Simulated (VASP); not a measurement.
# Ba (Pm-3m) in VASP: a series of runs

The runs below take Ba through single point, with PBE.

Everything below comes from runs of VASP 6.6.1. Logs are shortened: lines on timing, memory, paths and dates and some standing lists are left out, and cuts for length are marked.

### Step 1. The structure

It takes space group Pm-3m (No. 221, cubic). Conventional cell: a = 3.918 Å, b = 3.918 Å, c = 3.918 Å, α = 90.00°, β = 90.00°, γ = 90.00°. Around Ba (site symmetry m-3m) lie 6 Ba at 3.92 Å.

This isn't the form of Ba at room conditions, which is bcc.

### Step 2. Single point, PBE

INCAR reads:

```
PREC = Accurate
ENCUT = 450
EDIFF = 1E-6
ISMEAR = 1
SIGMA = 0.2
LREAL = F
LASPH = T
NELM = 100
ALGO = Normal
ISIF = 2
LWAVE = F
LCHARG = F
GGA = PE
ADDGRID = T
```

KPOINTS reads:

```
regular mesh
0
Gamma
  11 11 11
```

POSCAR reads:

```
Ba
1.0
    3.9784390000     -0.0454340000      0.0410850000
   -0.0454340000      3.9110040000      0.0402290000
    0.0410850000      0.0402290000      3.8659060000
Ba
1
Direct
   -0.0007550000      0.0095990000     -0.0077320000
```

Potentials or basis: VASP PAW PBE potentials, release 64 (Ba_sv).

Launch:

```bash
$ cat potpaw_PBE.64/Ba_sv/POTCAR > POTCAR
$ mpirun -np 1 vasp_std > vasp.out
```

OUTCAR:

```text
PREC = Accurate
   ENCUT = 450
   EDIFF = 1E-6
   ISMEAR = 1
   LREAL = F
   LASPH = T
   NELM = 100
   ISIF = 2
   GGA = PE

 Found    666 irreducible k-points:

 Following reciprocal coordinates:
            Coordinates               Weight
  0.000000  0.000000  0.000000      1.000000
  0.090909 -0.000000  0.000000      2.000000
  0.181818 -0.000000 -0.000000      2.000000
  0.272727 -0.000000 -0.000000      2.000000
  0.363636 -0.000000  0.000000      2.000000
  0.454545 -0.000000 -0.000000      2.000000
   k-points           NKPTS =    666   k-points in BZ     NKDIM =    666   number of bands    NBANDS=      9
   number of dos      NEDOS =    301   number of ions     NIONS =      1
   total plane-waves  NPLWV =  21952
   dimension x,y,z NGX =    28 NGY =   28 NGZ =   28
   dimension x,y,z NGXF=    56 NGYF=   56 NGZF=   56
   ions per type =               1
   NGX,Y,Z   is equivalent  to a cutoff of  11.70, 11.90, 12.04 a.u.
   NGXF,Y,Z  is equivalent  to a cutoff of  23.40, 23.80, 24.08 a.u.
 SYSTEM =  unknown system
   PREC   = accura    normal or accurate (medium, high low for compatibility)
   ISTART =      0    job   : 0-new  1-cont  2-samecut
   ICHARG =      2    charge: 1-file 2-atom 10-const
   ISPIN  =      1    spin polarized calculation?
   LNONCOLLINEAR =      F non collinear calculations
   LSORBIT =      F    spin-orbit coupling
   LASPH  =      T    aspherical Exc in radial PAW
   ENCUT  =  450.0 eV  33.07 Ry    5.75 a.u.   6.88  6.77  6.69*2*pi/ulx,y,z
   NELM   =    100;   NELMIN=  2; NELMDL= -5     # of ELM steps
   EDIFF  = 0.1E-05   stopping-criterion for ELM
   LREAL  =      F    real-space projection
   EDIFFG = 0.1E-04   stopping-criterion for IOM
   NSW    =      0    number of steps for IOM
   IBRION =     -1    ionic relax: 0-MD 1-quasi-New 2-CG
   NFREE  =      0    steps in history (QN), initial steepest desc. (CG)
   ISIF   =      2    stress and relaxation
   ISYM   =      2    0-nonsym 1-usesym 2-fastsym
   POTIM  = 0.5000    time-step for ionic-motion
   TEBEG  =    0.0;   TEEND  =   0.0 temperature during run
   PSTRESS=    0.0 pullay stress
   NELECT =      10.0000    total number of electrons
   NUPDOWN=      -1.0000    fix difference up-down
   EMIN   =  10.00;   EMAX   =-10.00  energy-range for DOS
   EFERMI =   0.00;   METHOD = LEGACY
   ISMEAR =     1;   SIGMA  =   0.20  broadening in eV -4-tet -1-fermi 0-gaus
   EFERMI_NEDOS =   21; number of points for ismear=-14 and -15
   IALGO  =     38    algorithm
   IMIX   =      4    mixing-type and parameters
     AMIX     =   0.40;   BMIX     =  1.00
     AMIX_MAG =   1.60;   BMIX_MAG =  1.00
  volume/ion in A,a.u.               =      60.13       405.78
  Fermi-wavevector in a.u.,A,eV,Ry     =   0.900275  1.701272 11.027447  0.810495
  Thomas-Fermi vector in A             =   2.023212
   LORBIT       =      0    0 simple, 1 ext, 2 COOP (PROOUT), +10 PAW based schemes
   GGA     = PE    functional components
   LHFCALC =     F    Hartree Fock is set to
   AEXX    =    0.0000 exact exchange contribution
   IVDW    =     0    specifies the selected vdW correction
   LEPSILON=     F    determine dielectric tensor
   LRPA    =     F    only Hartree local field effects (RPA)
 non-spin polarized calculation
 Methfessel and Paxton  Order N= 1 SIGMA  =   0.20
  energy-cutoff  :      450.00
  volume of cell :       60.13
 maximum number of plane-waves:      1324
   NGX = 13   NGY = 13   NGZ = 13

 number of electron      10.0000000 magnetization

 Free energy of the ion-electron system (eV)
  ---------------------------------------------------
  ext. energy  EPLUGINS =         0.00000000
  ---------------------------------------------------
  free energy    TOTEN  =        -1.59449591 eV

  energy without entropy =       -1.60284120  energy(sigma->0) =       -1.59727767

 E-fermi :   1.7113     XC(G=0):  -7.5437

 val. band max:        1.7108841925   @ k =  -0.4545  -0.4545   0.4545
 cond. band min:       1.7179890261   @ k =   0.4545  -0.4545   0.4545
 fundamental gap:      0.0071048336
 Fermi energy:         1.7112549358

 k-point     1 :       0.0000    0.0000    0.0000
  band No.  band energies     occupation
      1     -27.4115      2.00000
      2     -12.2627      2.00000
      3     -12.2187      2.00000
      4     -12.1862      2.00000
      5      -0.8517      2.00000
      6       1.7579      0.61724
      7       1.7662      0.55397
      8       6.6095      0.00000
      9       6.6929      0.00000

 k-point     2 :       0.0909   -0.0000    0.0000
  band No.  band energies     occupation
      1     -27.4072      2.00000
      2     -12.3206      2.00000
      3     -12.2141      2.00000
      4     -12.1815      2.00000
      5      -0.7288      2.00000
      6       1.7942      0.36045
      7       1.8841     -0.00949
      8       6.3007      0.00000
      9       6.3980      0.00000

 k-point     3 :       0.1818   -0.0000   -0.0000
  band No.  band energies     occupation
      1     -27.3957      2.00000
      2     -12.4717      2.00000
      3     -12.2013      2.00000
      4     -12.1689      2.00000
      5      -0.3976      2.00000
      6       1.8941     -0.02763
      7       2.2012     -0.00289
      8       5.7076     -0.00000
      9       5.8164      0.00000

 k-point     4 :       0.2727   -0.0000   -0.0000
  band No.  band energies     occupation
      1     -27.3806      2.00000
      2     -12.6606      2.00000
      3     -12.1843      2.00000
      4     -12.1522      2.00000
      5       0.0577      2.00000
      6       2.0347     -0.04454
      7       2.5555     -0.00000
      8       5.1406     -0.00000
      9       5.2550     -0.00000

 k-point     5 :       0.3636   -0.0000    0.0000
  band No.  band energies     occupation
      1     -27.3666      2.00000
      2     -12.8261      2.00000
      3     -12.1686      2.00000
      4     -12.1367      2.00000
      5       0.5439      2.00000
      6       2.1755     -0.00496
      7       2.6730     -0.00000
      8       4.7229     -0.00000
      9       4.8402     -0.00000

 k-point     6 :       0.4545   -0.0000   -0.0000
  band No.  band energies     occupation
      1     -27.3582      2.00000
      2     -12.9212      2.00000
      3     -12.1592      2.00000
      4     -12.1274      2.00000
      5       0.9187      2.00000
      6       2.2655     -0.00063
      7       2.5456     -0.00000
      8       4.5025     -0.00000
      9       4.6222     -0.00000

 [... further k-points ...]
[... 5 lines left out ...]
  --------------------------------------------------------------------------------------
  -------------------------------------------------------------------------------------
  Total       -0.0743082      0.1431447      0.3035442     -0.0490679      0.0392381      0.0431203
  in kB       -1.9799209      3.8140501      8.0878515     -1.3074019      1.0454892      1.1489287
  external PRESSURE =       3.3073269 kB  Pullay stress =       0.0000000 kB

 VOLUME and BASIS-vectors are now :
 -----------------------------------------------------------------------------
  energy-cutoff  :      450.00
  volume of cell :       60.13
      direct lattice vectors                 reciprocal lattice vectors
     3.978439000 -0.045434000  0.041085000     0.251416447  0.002948496 -0.002702616
    -0.045434000  3.911004000  0.040229000     0.002948496  0.255750771 -0.002692703
     0.041085000  0.040229000  3.865906000    -0.002702616 -0.002692703  0.258728319

 POSITION                                       TOTAL-FORCE (eV/Angst)
 -----------------------------------------------------------------------------------
      4.01577      0.03206      3.87745         0.000000     -0.000000      0.000000
 -----------------------------------------------------------------------------------
    total drift:                               -0.000000     -0.000000     -0.000000

  FREE ENERGIE OF THE ION-ELECTRON SYSTEM (eV)
  ---------------------------------------------------
  free  energy   TOTEN  =        -1.5944959126 eV

  energy  without entropy=       -1.6028411987  energy(sigma->0) =       -1.59727767
```

Run time: 2.6 min. Hardware: 1 thread of Intel Xeon Platinum 8259CL at 2.50GHz (Skylake/Cascade Lake), shared host; peak memory 0.48 GiB.

These settings aren't checked as converged: the numbers below hold their error.

What came out:

```
Free energy            : -1.5945 eV
Pressure               : 0.3 GPa
Band gap on the k mesh : none (metal or under the smearing width)
```

### Step 3. Single point, PBE

INCAR, as its differences from that of step 2:

```diff
@@ -6,3 +6,3 @@
 LREAL = F
-LASPH = T
+LASPH = F
 NELM = 100
@@ -13,2 +13,2 @@
 GGA = PE
-ADDGRID = T
+ADDGRID = F
```

KPOINTS is that of step 2.

POSCAR reads:

```
Ba
1.0
    3.9177175405      0.0000000000      0.0000000000
    0.0000000000      3.9177175405      0.0000000000
    0.0000000000      0.0000000000      3.9177175405
Ba
1
Direct
    0.0000000000      0.0000000000      0.0000000000
```

Potentials or basis: VASP PAW PBE potentials, release 64 (Ba_sv).

Launch:

```bash
$ cat potpaw_PBE.64/Ba_sv/POTCAR > POTCAR
$ mpirun -np 1 vasp_std > vasp.out
```

Wall time 16 s (1 thread of Intel Xeon Platinum 8259CL at 2.50GHz (Skylake/Cascade Lake), shared host); peak memory 0.16 GiB.

The run converged, but some of its settings lie outside the range that counts as converged, so its numbers aren't taken as properties of the crystal.

What came out:

- Free energy: -1.5957 eV
- Pressure: 0.3 GPa
- Band gap on the k mesh: 0.07 eV, indirect (least direct gap 0.09 eV)

Caveat: spin-orbit coupling is left out, which moves the levels of the heavy elements; an odd mesh through Γ misses points on the zone boundary, where band edges often lie.

### Step 4. Single point, PBE

INCAR is that of step 3.

KPOINTS is that of step 3.

POSCAR reads:

```
Ba
1.0
    3.9784390000     -0.0454340000      0.0410850000
   -0.0454340000      3.9110040000      0.0402290000
    0.0410850000      0.0402290000      3.8659060000
Ba
1
Direct
   -0.0007550000      0.0095990000     -0.0077320000
```

Potentials or basis: VASP PAW PBE potentials, release 64 (Ba_sv).

Launch:

```bash
$ cat potpaw_PBE.64/Ba_sv/POTCAR > POTCAR
$ mpirun -np 1 vasp_std > vasp.out
```

OUTCAR:

```text
PREC = Accurate
   ENCUT = 450
   EDIFF = 1E-6
   ISMEAR = 1
   LREAL = F
   LASPH = F
   NELM = 100
   ISIF = 2
   GGA = PE

 Found    666 irreducible k-points:

 Following reciprocal coordinates:
            Coordinates               Weight
  0.000000  0.000000  0.000000      1.000000
  0.090909 -0.000000  0.000000      2.000000
  0.181818 -0.000000 -0.000000      2.000000
  0.272727 -0.000000 -0.000000      2.000000
  0.363636 -0.000000  0.000000      2.000000
  0.454545 -0.000000 -0.000000      2.000000
   k-points           NKPTS =    666   k-points in BZ     NKDIM =    666   number of bands    NBANDS=      9
   number of dos      NEDOS =    301   number of ions     NIONS =      1
   total plane-waves  NPLWV =  21952
   dimension x,y,z NGX =    28 NGY =   28 NGZ =   28
   dimension x,y,z NGXF=    56 NGYF=   56 NGZF=   56
   ions per type =               1
   NGX,Y,Z   is equivalent  to a cutoff of  11.70, 11.90, 12.04 a.u.
   NGXF,Y,Z  is equivalent  to a cutoff of  23.40, 23.80, 24.08 a.u.
 SYSTEM =  unknown system
   PREC   = accura    normal or accurate (medium, high low for compatibility)
   ISTART =      0    job   : 0-new  1-cont  2-samecut
   ICHARG =      2    charge: 1-file 2-atom 10-const
   ISPIN  =      1    spin polarized calculation?
   LNONCOLLINEAR =      F non collinear calculations
   LSORBIT =      F    spin-orbit coupling
   LASPH  =      F    aspherical Exc in radial PAW
   ENCUT  =  450.0 eV  33.07 Ry    5.75 a.u.   6.88  6.77  6.69*2*pi/ulx,y,z
   NELM   =    100;   NELMIN=  2; NELMDL= -5     # of ELM steps
   EDIFF  = 0.1E-05   stopping-criterion for ELM
   LREAL  =      F    real-space projection
   EDIFFG = 0.1E-04   stopping-criterion for IOM
   NSW    =      0    number of steps for IOM
   IBRION =     -1    ionic relax: 0-MD 1-quasi-New 2-CG
   NFREE  =      0    steps in history (QN), initial steepest desc. (CG)
   ISIF   =      2    stress and relaxation
   ISYM   =      2    0-nonsym 1-usesym 2-fastsym
   POTIM  = 0.5000    time-step for ionic-motion
   TEBEG  =    0.0;   TEEND  =   0.0 temperature during run
   PSTRESS=    0.0 pullay stress
   NELECT =      10.0000    total number of electrons
   NUPDOWN=      -1.0000    fix difference up-down
   EMIN   =  10.00;   EMAX   =-10.00  energy-range for DOS
   EFERMI =   0.00;   METHOD = LEGACY
   ISMEAR =     1;   SIGMA  =   0.20  broadening in eV -4-tet -1-fermi 0-gaus
   EFERMI_NEDOS =   21; number of points for ismear=-14 and -15
   IALGO  =     38    algorithm
   IMIX   =      4    mixing-type and parameters
     AMIX     =   0.40;   BMIX     =  1.00
     AMIX_MAG =   1.60;   BMIX_MAG =  1.00
  volume/ion in A,a.u.               =      60.13       405.78
  Fermi-wavevector in a.u.,A,eV,Ry     =   0.900275  1.701272 11.027447  0.810495
  Thomas-Fermi vector in A             =   2.023212
   LORBIT       =      0    0 simple, 1 ext, 2 COOP (PROOUT), +10 PAW based schemes
   GGA     = PE    functional components
   LHFCALC =     F    Hartree Fock is set to
   AEXX    =    0.0000 exact exchange contribution
   IVDW    =     0    specifies the selected vdW correction
   LEPSILON=     F    determine dielectric tensor
   LRPA    =     F    only Hartree local field effects (RPA)
 non-spin polarized calculation
 Methfessel and Paxton  Order N= 1 SIGMA  =   0.20
  energy-cutoff  :      450.00
  volume of cell :       60.13
 maximum number of plane-waves:      1324
   NGX = 13   NGY = 13   NGZ = 13

 number of electron      10.0000000 magnetization

 number of electron       9.9999999 magnetization

 Free energy of the ion-electron system (eV)
  ---------------------------------------------------
  ext. energy  EPLUGINS =         0.00000000
  ---------------------------------------------------
  free energy    TOTEN  =        -1.59441794 eV

  energy without entropy =       -1.60276793  energy(sigma->0) =       -1.59720127

 E-fermi :   1.7113     XC(G=0):  -7.5437

 val. band max:        1.7111304119   @ k =  -0.4545  -0.4545   0.4545
 cond. band min:       1.7182356029   @ k =   0.4545  -0.4545   0.4545
 fundamental gap:      0.0071051910
 Fermi energy:         1.7113055798

 k-point     1 :       0.0000    0.0000    0.0000
  band No.  band energies     occupation
      1     -27.4116      2.00000
      2     -12.2628      2.00000
      3     -12.2187      2.00000
      4     -12.1862      2.00000
      5      -0.8517      2.00000
      6       1.7573      0.62200
      7       1.7657      0.55825
      8       6.6100      0.00000
      9       6.6936      0.00000

 k-point     2 :       0.0909   -0.0000    0.0000
  band No.  band energies     occupation
      1     -27.4073      2.00000
      2     -12.3206      2.00000
      3     -12.2141      2.00000
      4     -12.1815      2.00000
      5      -0.7288      2.00000
      6       1.7936      0.36436
      7       1.8836     -0.00834
      8       6.3012      0.00000
      9       6.3986      0.00000

 k-point     3 :       0.1818   -0.0000   -0.0000
  band No.  band energies     occupation
      1     -27.3958      2.00000
      2     -12.4718      2.00000
      3     -12.2013      2.00000
      4     -12.1689      2.00000
      5      -0.3976      2.00000
      6       1.8936     -0.02659
      7       2.2007     -0.00293
      8       5.7080     -0.00000
      9       5.8169      0.00000

 k-point     4 :       0.2727   -0.0000   -0.0000
  band No.  band energies     occupation
      1     -27.3806      2.00000
      2     -12.6607      2.00000
      3     -12.1843      2.00000
      4     -12.1522      2.00000
      5       0.0577      2.00000
      6       2.0341     -0.04484
      7       2.5551     -0.00000
      8       5.1410     -0.00000
      9       5.2554     -0.00000

 k-point     5 :       0.3636   -0.0000    0.0000
  band No.  band energies     occupation
      1     -27.3666      2.00000
      2     -12.8262      2.00000
      3     -12.1686      2.00000
      4     -12.1367      2.00000
      5       0.5438      2.00000
      6       2.1749     -0.00503
      7       2.6728     -0.00000
      8       4.7233     -0.00000
      9       4.8406     -0.00000

 k-point     6 :       0.4545   -0.0000   -0.0000
  band No.  band energies     occupation
      1     -27.3582      2.00000
      2     -12.9213      2.00000
      3     -12.1592      2.00000
      4     -12.1274      2.00000
      5       0.9185      2.00000
      6       2.2649     -0.00064
      7       2.5456     -0.00000
      8       4.5028     -0.00000
      9       4.6227     -0.00000

 [... further k-points ...]
[... 5 lines left out ...]
  --------------------------------------------------------------------------------------
  -------------------------------------------------------------------------------------
  Total       -0.0741293      0.1434942      0.3038849     -0.0490536      0.0391872      0.0431539
  in kB       -1.9751548      3.8233619      8.0969278     -1.3070193      1.0441311      1.1498226
  external PRESSURE =       3.3150450 kB  Pullay stress =       0.0000000 kB

 VOLUME and BASIS-vectors are now :
 -----------------------------------------------------------------------------
  energy-cutoff  :      450.00
  volume of cell :       60.13
      direct lattice vectors                 reciprocal lattice vectors
     3.978439000 -0.045434000  0.041085000     0.251416447  0.002948496 -0.002702616
    -0.045434000  3.911004000  0.040229000     0.002948496  0.255750771 -0.002692703
     0.041085000  0.040229000  3.865906000    -0.002702616 -0.002692703  0.258728319

 POSITION                                       TOTAL-FORCE (eV/Angst)
 -----------------------------------------------------------------------------------
      4.01577      0.03206      3.87745         0.000000     -0.000000      0.000000
 -----------------------------------------------------------------------------------
    total drift:                               -0.000000     -0.000001     -0.000001

  FREE ENERGIE OF THE ION-ELECTRON SYSTEM (eV)
  ---------------------------------------------------
  free  energy   TOTEN  =        -1.5944179430 eV

  energy  without entropy=       -1.6027679302  energy(sigma->0) =       -1.59720127
```

stdout:

```text
POSCAR found type information on POSCAR Ba
 POSCAR found :  1 types and       1 ions
 scaLAPACK will be used
 LDA part: xc-table for (Slater+PW92), standard interpolation
 POSCAR, INCAR and KPOINTS ok, starting setup
 FFT: planning ... GRIDC
 FFT: planning ... GRID_SOFT
 FFT: planning ... GRID
 WAVECAR not read
 entering main loop
```

It took 2.9 min on 1 thread of Intel Xeon Platinum 8259CL at 2.50GHz (Skylake/Cascade Lake), shared host; peak memory 0.41 GiB.

The run converged, but some of its settings lie outside the range that counts as converged, so its numbers aren't taken as properties of the crystal.

Results:

```yaml
Free_energy: -1.5944 eV
Pressure: 0.3 GPa
Band_gap_on_the_k_mesh: none (metal or under the smearing width)
```
